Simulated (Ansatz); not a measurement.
Elastic constants of LiBr: input and output

These are results of DFT LDA, scalar-relativistic, plane waves, PAW (Ansatz), not measurements.

Launched with:
```bash
ansatz run input.yaml --threads 1 --pin off --max-ram 1228MiB --backend cpu --events-out ev --progress --plain --runs-dir out
```

Input (bare energies are in eV):
```yaml
crystal:
  lattice:
    - [0.0, 2.655, 2.655]
    - [2.655, 0.0, 2.655]
    - [2.655, 2.655, 0.0]
  atoms:
    - { symbol: Li, position: [0.0, 0.0, 0.0] }
    - { symbol: Br, position: [0.5, 0.5, 0.5] }
basis:
  ecutwfc: 420
kpoints:
  mp_grid: { grid: [8, 8, 8] }
hamiltonian:
  xc: lda
scf:
  occupations: { method: fixed }
output:
  forces: true
  stress: true
  eigenvalues: true
elastic:
  mode: relaxed_ion
  stencil: two_point
```

From the output:
```
--- Elastic constants: 2 strain directions × 2 members + reference (group order 48) ---
  dense FFT box of the reference and of every strained cell: 27×27×27
  strains applied: 11, 23; error gains: componentwise 1.00 (the most a stress slope's error grows in a printed constant), spectral 1.73 (1 for all six strains in a standard setting)
  C = ∂σ_k/∂η_j (tension-positive GPa; Voigt order 11 22 33 23 13 12):
        62.043     18.945     18.945     -0.000     -0.000      0.000
        18.945     62.043     18.945     -0.000     -0.000     -0.000
        18.945     18.945     62.043     -0.000     -0.000      0.000
         0.000     -0.000     -0.000     22.092      0.000     -0.000
         0.000     -0.000     -0.000     -0.000     22.092      0.000
         0.000     -0.000      0.000     -0.000     -0.000     22.092
  reference stress σ⁰ (GPa):     -0.002     -0.002     -0.002      0.000      0.000      0.000
  C* (energy form; C + prestress term) asymmetry max|C*_kj − C*_jk| = 7.105e-15 GPa — a small one proves nothing (zero by symmetry where the batch's group is 432, −43m or m−3m); a large one is finite-difference/SCF noise where every solve ...
  moduli (Voigt/Reuss/Hill, GPa): K = 33.31/33.31/33.31   G = 21.87/21.87/21.87   E = 53.84   ν = 0.231
  mechanically stable: yes (min eigenvalue of sym C = 22.09 GPa)
  strain η (Voigt 11):  stress-route row diagonal C_11 = 62.04 GPa, energy-path curvature d²(F+E_count+ΔE)/dδ²/Ω₀ = 62.06 GPa
         δ    σ_11 (GPa) F (eV) n_scf n_hpsi n_pw
    -2.000e-3      -0.1274       -2898.6765259       6    9718    745   relax 0 steps, max|allowed force component| 2.59e-31 eV/Å
     2.000e-3       0.1208       -2898.6765252       5    8134    746   relax 0 steps, max|allowed force component| 7.25e-30 eV/Å
  strain η (Voigt 23):  stress-route row diagonal C_44 = 22.09 GPa, energy-path curvature d²(F+E_count+ΔE)/dδ²/Ω₀ = 22.12 GPa
         δ    σ_23 (GPa) F (eV) n_scf n_hpsi n_pw
    -2.000e-3      -0.0442       -2898.6765440       6   15362    745   relax 0 steps, max|allowed force component| 4.93e-30 eV/Å
     2.000e-3       0.0442       -2898.6765440       4   11826    745   relax 0 steps, max|allowed force component| 5.28e-30 eV/Å
```

The cell is the ideal cubic rocksalt prototype.